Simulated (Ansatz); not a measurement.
**Stability checks on a candidate for LiCl**

The cell was found from a structure generator's guess, not taken from experiment.

Computed with DFT PBE, scalar-relativistic, plane waves, PAW (Ansatz). Settings of the last relaxation (12-atom cell): 420 eV, 6×2×4 k points, Gaussian smearing of 0.02 eV, no spin polarisation.

```
Li Cl
1.0
     3.66383    0.00000    0.00000
     0.00000   10.61398    0.00000
     0.00000    0.00000    6.46961
Li Cl
6 6
Direct
  0.50000 0.89345 0.08898
  0.50000 0.60512 0.91799
  0.00000 0.74564 0.45039
  0.50000 0.10655 0.58898
  0.50000 0.39488 0.41799
  0.00000 0.25436 0.95039
  0.50000 0.59715 0.55550
  0.50000 0.90758 0.44794
  0.00000 0.74134 0.03913
  0.50000 0.40285 0.05550
  0.50000 0.09242 0.94794
  0.00000 0.25866 0.53913
```

Energies over the elements count from the elements' standard structures at the same level (Cl₂ as a molecule), with no fitted energy shifts.

Q: These tests were run: energy against the elements; phonons on a 2×1×1 q mesh. What do they show?

A:

```
                       test                         result
energy against the elements                 −1.829 eV/atom
  phonons on a 2×1×1 q mesh  no imaginary mode on the mesh
```

It fails none of these tests. Other phases of the system weren't compared here, so this isn't yet thermodynamic stability.

The run for the phonons used a 6×2×4 k mesh.
